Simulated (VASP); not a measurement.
Input of a VASP 6.6.1 run:

Contents of INCAR:

```
SYSTEM = W
  PREC = Accurate
  ENCUT = 600
  EDIFF = 1E-7
  ISMEAR = 0
  SIGMA = 0.1
  LREAL = .FALSE.
  LASPH = .TRUE.
  NELM = 100
  ALGO = Normal
  ISIF = 3
  LWAVE = .FALSE.
  LCHARG = .FALSE.
  GGA = PS
  IBRION = 2
  NSW = 100
  EDIFFG = -0.005
```

File KPOINTS:

```
regular mesh
0
G
  18 18 18
  0 0 0
```

POSCAR

```
W
1.0
    0.0000000000      2.0000870955      2.0000870955
    2.0000870955      0.0000000000      2.0000870955
    2.0000870955      2.0000870955      0.0000000000
W
1
Direct
    0.0000000000      0.0000000000      0.0000000000
```

Potentials or basis: VASP PAW PBE potentials, release 64 (W_sv).

Command:

```sh
$ cat potpaw_PBE.64/W_sv/POTCAR > POTCAR
$ mpirun -np 1 vasp_std > vasp.out
```

Task: What does it give for the relaxed cell?

Result: a = 2.829 Å, b = 2.829 Å, c = 2.829 Å, α = 60.00°, β = 60.00°, γ = 60.00°.

Task: Predict the space group after relaxing (to 0.05 Å).

Result: Fm-3m (No. 225).

Task: Estimate the relaxed volume.

Result: 16.01 Å³/atom.

Task: Estimate the band gap on the k mesh.

Result: None (metal or under the smearing width).

Final structure:
```yaml
crystal:
  lattice:
    - [0.00000, 2.00058, 2.00058]
    - [2.00058, 0.00000, 2.00058]
    - [2.00058, 2.00058, 0.00000]
  atoms:
    - { symbol: W, position: [0.00000, 0.00000, 0.00000] }
```

Caveat: the PAW data sets were made with another functional, which shifts forces and pressure a little. Spin-orbit coupling is left out, which matters for the levels of W.
